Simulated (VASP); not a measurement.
Write the native input for VASP 6.6.1 that does the following.

| Property | Result |
| --- | --- |
| Task | single point |
| Functional | PBE |
| Potentials or basis | VASP PAW PBE potentials, release 64 (Sn_d_GW, Se_GW) |
| Cutoff | 600 eV |
| k mesh | 5 × 5 × 1 |
| Occupations | fermi-dirac, width 0.05 eV |
| Spin | no spin polarisation |
| Dipole correction | yes |
| Further INCAR settings | ALGO = Normal; EDIFF = 1e-07; NBANDS = 50 |

The structure of SnSe lies in POSCAR:

```
SnSe
1.0
    4.3100000000      0.0000000000      0.0000000000
    0.0000000000      4.3180000000      0.0000000000
    0.0000000000      0.0000000000     23.8958000000
Sn Se
4 4
Direct
    0.5000000000      0.2500000000      0.3138626872
    0.0000000000      0.7500000000      0.4412197959
    0.0000000000      0.2500000000      0.5587802041
    0.5000000000      0.7500000000      0.6861373128
    0.0000000000      0.7500000000      0.3256187280
    0.5000000000      0.2500000000      0.4294637551
    0.5000000000      0.7500000000      0.5705362449
    0.0000000000      0.2500000000      0.6743812720
```

One way to write it, as run:

INCAR

```
SYSTEM = SnSe
PREC = Accurate ; ENCUT = 600
EDIFF = 1E-7 ; ISMEAR = -1
SIGMA = 0.05 ; LREAL = .False.
LASPH = .True. ; NELM = 60
ALGO = Normal ; ISIF = 2
LWAVE = .False. ; LCHARG = .False.
LDIPOL = .True. ; IDIPOL = 3
DIPOL = 0.5 0.5 0.500 ; GGA = PE
NBANDS = 50
```

KPOINTS

```
regular mesh
0
Gamma
  5 5 1
  0 0 0
```

Potentials or basis: VASP PAW PBE potentials, release 64 (Sn_d_GW, Se_GW).

Launch:

```bash
$ cat potpaw_PBE.64/Sn_d_GW/POTCAR potpaw_PBE.64/Se_GW/POTCAR > POTCAR
$ mpirun -np 1 vasp_std > vasp.out
```

It gave:

```json
{
 "Largest force": "0.330 eV/Å",
 "Band gap on the k mesh": "0.87 eV, indirect (least direct gap 0.95 eV)"
}
```

Caveat: spin-orbit coupling is left out, which moves the levels of the heavy elements.

Run time: 13 min on 1 thread of AMD EPYC 7R43 64-Core Processor (Zen 3), with other jobs on the host, peak memory 0.58 GiB.
